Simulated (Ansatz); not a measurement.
The system is CuO.

```
Cu O
1.0
     4.16094    0.00000    0.00000
     0.00000    4.16094    0.00000
     0.00000    0.00000    3.88764
Cu O
3 3
Cartesian
  2.0805 0.0000 1.9438
  0.0000 2.0805 1.9438
  0.0000 0.0000 0.0000
  0.0000 0.0000 1.9438
  2.0805 0.0000 0.0000
  0.0000 2.0805 0.0000
```

Measurements of this composition are mostly on another form, of space group No. 15.

A run of Ansatz 0.2.0 on this cell left the log below. Logs are shortened: lines on timing, memory, paths and dates and some standing lists are left out, and cuts for length are marked.

```text
Warning: RAYON_NUM_THREADS=2 ignored (pool sized by the plan → 2); use --threads N
Engine: ansatz 0.2.0, aarch64-unknown-linux-gnu
Pseudopotentials: kind: paw
Pseudopotential: Cu, paw, valence charge 19, recommended cutoff 420 eV (normal), Cu.paw.azcp
Pseudopotential: O, paw, valence charge 6, recommended cutoff 420 eV (normal), O.paw.azcp
Functional definition: PBE
  parameter kappa = 0.804
  parameter beta = 0.06672455060314922
  exchange = pbe_x(kappa = kappa, mu = beta*pi^2/3)
  correlation = pbe_c(beta = beta)
Crystal: 6 atoms, lattice volume = 67.308 Å³
Basis set: ecut = 420 eV, 1309 PW (Γ), exchange–correlation on 60×60×54 points (8 copies of the dense FFT grid, shifted against one another)
Bands: 45, of which v1, the nominal top of the filled ones, is band 38 counted from 1 (37 counted from 0)
Symmetry: 16 space group operations
Space group: P4/mmm (ITA 123), of the structure as read, at distance tolerance 4.1e-5 Å
k-points: 40 of 343
Non-local potential: Cu, projectors of the file, l = 0: 3, l = 1: 2, l = 2: 3, l = 3: 1
Non-local potential: O, projectors of the file, l = 0: 2, l = 1: 2, l = 2: 1
PAW form: soft (Blöchl's): semilocal exchange-correlation on the pseudo side does not see the compensation charge
[... 135 lines left out ...]
--- Forces (eV/Å), atoms counted from 1 ---
  atom   1  Cu     0.00000000     0.00000000     0.00000000
  atom   2  Cu    -0.00000000     0.00000000     0.00000000
  atom   3  Cu     0.00000000    -0.00000000     0.00000000
  atom   4  O      0.00000000     0.00000000     0.00000000
  atom   5  O      0.00000000     0.00000000     0.00000000
  atom   6  O      0.00000000    -0.00000000     0.00000000
  max |Σ_I F_I| component: 1.63e-28 eV/Å
--- Stress (GPa, compression-positive) ---
       19.991219       0.000000       0.000000
        0.000000      19.991219       0.000000
        0.000000       0.000000      19.999269
  P = ⅓ Tr σ = 19.9939 GPa (199.939 kbar)
--- Band table (eV; the first three rows and the last of 40) ---
  k-point 0: bands = ["-100.8479", "-100.3087", "-100.3061", "-58.2258", "-58.2258", "-58.2169", "-57.7899", "-57.7899", "-57.7706", "-57.7680", "-57.5340", "-57.5340", "-8.7078", "-6.2974", "-5.6241", "5.3036", "5.5332", "5.5332", "8.2976", "8.2976", "8.5814", "8.6469", "8.6696", "8.6807", "8.6807", "8.9978", "9.4373", "9.4563", "9.5457", "9.8229", "9.8229", "10.0633", "10.1606", "10.1606", "10.4172", "10.5141", "10.5244", "10.5244", "10.7094", "13.5024", "18.9141", "20.5464", "21.3953", "21.3953", "23.7510"]
  k-point 1: bands = ["-100.8479", "-100.3087", "-100.3061", "-58.2258", "-58.2258", "-58.2168", "-57.7900", "-57.7900", "-57.7707", "-57.7680", "-57.5340", "-57.5340", "-8.6366", "-6.3166", "-5.5825", "5.0864", "5.5603", "5.5603", "7.7649", "7.7649", "7.8595", "7.9313", "8.6134", "8.6864", "9.1707", "9.1707", "9.4054", "9.5884", "9.5884", "9.6698", "10.0541", "10.1900", "10.1900", "10.2217", "10.4173", "10.8791", "10.8793", "10.8793", "11.0213", "14.1216", "19.2131", "20.9584", "21.1437", "21.1437", "22.6221"]
  k-point 2: bands = ["-100.8479", "-100.3087", "-100.3061", "-58.2256", "-58.2256", "-58.2167", "-57.7901", "-57.7901", "-57.7710", "-57.7680", "-57.5340", "-57.5340", "-8.4626", "-6.3752", "-5.4864", "4.7428", "5.6416", "5.6416", "6.5338", "6.9638", "7.1714", "7.1714", "8.6970", "8.7218", "9.1999", "9.1999", "9.3222", "9.7047", "9.7047", "9.7543", "10.0087", "10.3723", "10.3723", "10.4177", "10.7863", "11.1355", "11.3743", "11.3743", "11.7212", "15.5285", "19.7566", "20.6141", "20.6141", "21.8150", "22.0640"]
  k-point 39: bands = ["-100.8479", "-100.3074", "-100.3073", "-58.2259", "-58.2259", "-58.2173", "-57.8008", "-57.7783", "-57.7693", "-57.7692", "-57.5445", "-57.5243", "-7.9435", "-5.7547", "-5.6991", "3.3653", "3.8228", "3.8266", "6.1148", "6.2616", "6.2779", "6.3054", "6.6117", "9.3880", "9.3927", "9.4545", "9.7391", "9.8388", "9.8458", "9.9963", "10.4891", "10.7583", "10.9773", "11.4758", "12.1352", "13.1198", "13.4126", "13.4338", "13.6146", "13.8374", "19.4464", "20.7407", "20.7648", "21.8078", "21.8316"]
--- Relaxed structure (6 steps of the walk, 6 accepted, 2 SCFs on fresh bases) ---
  F+E_penalty+E_count = -21571.72667656 eV   max|allowed force component| = 1.244e-28 eV/Å   (the final SCF, on the basis selected at the relaxed cell)
  cell:  # Å, volume = 60.0094 Å³
    - [3.9374963158171585, 1.1450867056944668e-33, -2.9550620536743185e-33]
    - [1.9331033633766805e-33, 3.9374963158171585, -1.021959102931621e-33]
    - [-2.760966144703429e-33, -9.548359306565796e-34, 3.8706058692589114]
  atoms:
    - { symbol: Cu, position: [0.49999999999999994, -1.3560342018990649e-37, 0.49999999999999994] }
    - { symbol: Cu, position: [-1.0759848884943093e-33, 0.49999999999999994, 0.49999999999999994] }
    - { symbol: Cu, position: [1.2560775307915112e-33, 1.1074279315508423e-35, 0.0] }
    - { symbol: O, position: [-4.800304573297347e-34, -1.0079854234115833e-35, 0.49999999999999994] }
    - { symbol: O, position: [0.49999999999999994, -7.277383550191278e-36, 0.0] }
    - { symbol: O, position: [6.901140560589357e-34, 0.49999999999999994, 2.1382117680737565e-50] }
```

Problem. Write the input and the command behind it.

Solution. Relaxation of cell and atoms with PBE, no spin polarisation. The files as run (others can give the same):

input.yaml
```yaml
crystal:
  lattice:
    - [4.160937, 0.0, 0.0]
    - [0.0, 4.160937, 0.0]
    - [0.0, 0.0, 3.887643]
  atoms:
    - { symbol: Cu, position: [0.5, 0.0, 0.5] }
    - { symbol: Cu, position: [0.0, 0.5, 0.5] }
    - { symbol: Cu, position: [0.0, 0.0, 0.0] }
    - { symbol: O, position: [0.0, 0.0, 0.5] }
    - { symbol: O, position: [0.5, 0.0, 0.0] }
    - { symbol: O, position: [0.0, 0.5, 0.0] }
hamiltonian:
  xc: pbe
  pseudopotentials: { kind: paw }
kpoints:
  mp_grid: { grid: [7, 7, 7] }
scf:
  occupations: { method: fermi_dirac, width: 0.05 }
output:
  forces: true
  stress: true
  eigenvalues: true
relax:
  f_tol: 0.01
  max_steps: 40
  cell: { stress_tol: 0.05, p_target: 20.0 }
```

Potentials or basis: Ansatz PAW.
Run with:
```sh
$ ansatz run input.yaml --threads 2 --pin off --max-ram 5632MiB --backend cpu --events-out ev --progress --plain --runs-dir out
```

Caveat: the plane-wave basis is chosen anew once the cell has moved, so the energies of steps on either side of that aren't comparable; the pressure holds a Pulay correction of +0.7 GPa for the finite cutoff; an odd number of electrons without spin polarisation forces a metal; a magnetic or distorted state may lie lower; the run has no spin polarisation, though such a crystal can be magnetic; semilocal functionals often make such compounds metallic where correlation or magnetic order opens a gap, which also shifts bond lengths.
